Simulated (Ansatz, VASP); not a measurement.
# SnTe in VASP and in Ansatz

```
Te Sn
1.0
     0.00000    3.12970    3.12970
     3.12970    0.00000    3.12970
     3.12970    3.12970    0.00000
Te Sn
1 1
Direct
  0.50000 0.50000 0.50000
  0.00000 0.00000 0.00000
```

Change from the starting cell: volume scaled by 0.98.

Alike in both runs: task single point; functional PBEsol; k mesh 7 × 7 × 7; occupations fermi-dirac, width 0.05 eV; no spin polarisation.

```csv
,VASP,Ansatz
version,VASP 6.6.1,Ansatz 0.2.0
potentials or method,"VASP PAW PBE potentials, release 64 (Te, Sn_d)",Ansatz PAW
plane-wave cutoff (eV),520,420
valence electrons in the cell,20,30
```

```tsv
	VASP	Ansatz	Ansatz less VASP
gap on the k mesh at the Fermi level (eV)	0.67	0.67	+0.001
least direct gap on the mesh (eV)	0.67	0.67	+0.001
pressure (GPa)	0.6	0.6	-0.01
```

The two sets of potentials don't hold the same shells in valence.

Caveats: the PAW data sets were made with another functional, which shifts forces and pressure a little (VASP); the PAW data sets come from PBE, with cores solved anew for the run's functional, which leaves a small shift of forces and pressure (Ansatz). Spin-orbit coupling is left out, which matters for the levels of Te.
